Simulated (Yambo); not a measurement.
**TePb in Yambo: convergence with bands in self energy**

TePb:

```
CELL_PARAMETERS angstrom
4.00229 0.00000 0.00000
0.00000 4.00229 0.00000
0.00000 0.00000 4.00229
ATOMIC_POSITIONS crystal
Pb 0.00000 0.00000 0.00000
Te 0.50000 0.50000 0.50000
```

Measurements of this composition are mostly on another form, of space group No. 225.

| Quantity | Value |
| --- | --- |
| Program | Yambo 5.3.0 |
| Task | G0W0 quasiparticle levels |
| Functional | PBEsol |
| Potentials or basis | PseudoDojo 0.4 SR PBEsol stringent |
| Cutoff | 1225 eV |
| Density cutoff | 4898 eV |
| k mesh | 3 × 3 × 3 |
| Occupations | fixed |
| Spin | no spin polarisation |
| Random integration of the Coulomb term | yes |
| Direction of the field or of q to 0 | x + y + z |
| Broadening | 0.1 eV |
| States corrected | Γ and the k points of the band edges |
| Frequency dependence of W | plasmon pole |
| Terminator of the band sum in the self-energy | none |
| Quasiparticle equation | linearised (Newton) |
| Imaginary frequency of the plasmon-pole fit | 27.2114 eV |
| Bands in the response | 83 |
| Bands in the self-energy | 28 |
| Cutoff of the response matrix | 5 Ry |
| Cutoff of exchange and Vxc | 90 Ry |
| Bands corrected (first, last) | [22, 24] |

These are the settings of the first run; the series varies bands in self energy, with any setting tied to it.

Question: The values tried are 28, 33, 43, 63, 83, loosest first. From which on does the quasiparticle gap at the points computed stay within 0.05 eV of the tightest run that finished?

Answer: From 63 on.

| bands in self energy | quasiparticle gap at the points computed (eV) |
| --- | --- |
| 28 | 0.816 |
| 33 | 0.806 |
| 43 | 0.824 |
| 63 | 0.887 |
| 83 | 0.906 |

The tightest run that finished is the yardstick and may itself not be fully converged.

Caveat, for the tightest run too: the k mesh is coarse (spacing up to 0.52 Å⁻¹), so the values aren't converged; mesh, valence shells or block size may be too small for converged GW; the basis isn't converged for GW; a mesh with odd counts misses the zone's faces, so its gaps can be larger than the crystal's; this version prints the column dSc/dw multiplied by 27.2; spin-orbit coupling is left out, which as a rule narrows the gap of such compounds by several tenths of an eV; an odd mesh through Γ misses points on the zone boundary, where band edges often lie.
